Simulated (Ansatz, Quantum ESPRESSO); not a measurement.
# One calculation of CdS, 3 ways

```
Cd S
1.0
     0.00000    2.91650    2.91650
     2.91650    0.00000    2.91650
     2.91650    2.91650    0.00000
Cd S
1 1
Direct
  0.00000 0.00000 0.00000
  0.75000 0.75000 0.75000
```

Alike in all runs: task single point; functional PBE; k mesh 4 × 4 × 4; occupations fermi-dirac, width 0.05 eV; no spin polarisation; no spin-orbit coupling. Pressure is positive in compression and, in plane waves, holds the error of the finite cutoff, which Ansatz's Pulay term estimates and takes out.

| program and potentials | plane-wave cutoff (eV) | notes | band gap (eV) | pressure (GPa) |
| --- | --- | --- | --- | --- |
| Ansatz, Ansatz PAW | 420 | 13 valence electrons an atom on average; Pulay term of +0.04 GPa included | 1.13 | 3.01 |
| Ansatz, PAW datasets made for the crystal | 260 | 9 valence electrons an atom on average | 1.13 | 3.04 |
| Quantum ESPRESSO, SG15 PBE 1.2 | 952 | 13 valence electrons an atom on average | 1.14 | 3.20 |

The band gap spans 1.13 (Ansatz, Ansatz PAW) to 1.14 eV (Quantum ESPRESSO, SG15 PBE 1.2). The pressure spans 3.01 (Ansatz, Ansatz PAW) to 3.20 GPa (Quantum ESPRESSO, SG15 PBE 1.2). The k mesh is coarse, so the values compare programs but aren't converged.

Differences between rows come from potentials, basis sets and numerical settings, since the functional is the same but for its coding. Runs on potential files found faulty are left out.

The three runs describe practically the same electronic structure, and their pressures differ only modestly. The dataset with 9 valence electrons an atom leaves the Cd 4s and 4p shells in the core, yet it gives the same gap as the 13-electron Ansatz set and nearly the same pressure. This suggests that these shells are largely inert here, while the 4d shell, which mixes with S 3p, is treated as valence throughout.

The gap of about 1.13 eV is far below the measured one for zinc-blende CdS. A semilocal functional lacks the derivative discontinuity and places Cd 4d too high, so that p–d repulsion pushes the S 3p-derived valence-band top upwards. Agreement between programs therefore supports the consistency of the potentials, not the accuracy of the gap.

The positive pressure means that the cell, close to the experimental one, is smaller than PBE prefers, in line with the functional's usual underbinding of such semiconductors. Nothing here bears on the balance between zinc blende and wurtzite.
